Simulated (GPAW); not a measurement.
ZrH2:

```
Zr H
1.0
     0.00000    2.40923    2.40923
     2.40923    0.00000    2.40923
     2.40923    2.40923    0.00000
Zr H
1 2
Direct
  0.00000 0.00000 0.00000
  0.25000 0.25000 0.25000
  0.75000 0.75000 0.75000
```

The cell is a database's computed one.

Base run:

* Program: GPAW 26.7.0
* Functional: LDA
* Potentials or basis: the program's PAW data sets (release 1.2.1) made for this functional
* Cutoff: 450 eV
* Basis: pw
* k mesh: 8 × 8 × 8
* Occupations: fermi-dirac, width 0.05 eV
* Spin: no spin polarisation

Its results: band gap on the k mesh none (metal or under the smearing width); pressure -8.9 GPa.

Task: The run is repeated on the same cell with these changes: functional from LDA to PBEsol; potentials or basis from the program's PAW data sets (release 1.2.1) made for this functional to PAW data sets generated in the run's folder for this functional. What comes out?

Result: Band gap on the k mesh none (metal or under the smearing width); pressure -6.4 GPa.

Caveats: the cutoff is short for stress and forces, so pressures can be off by a GPa or more.
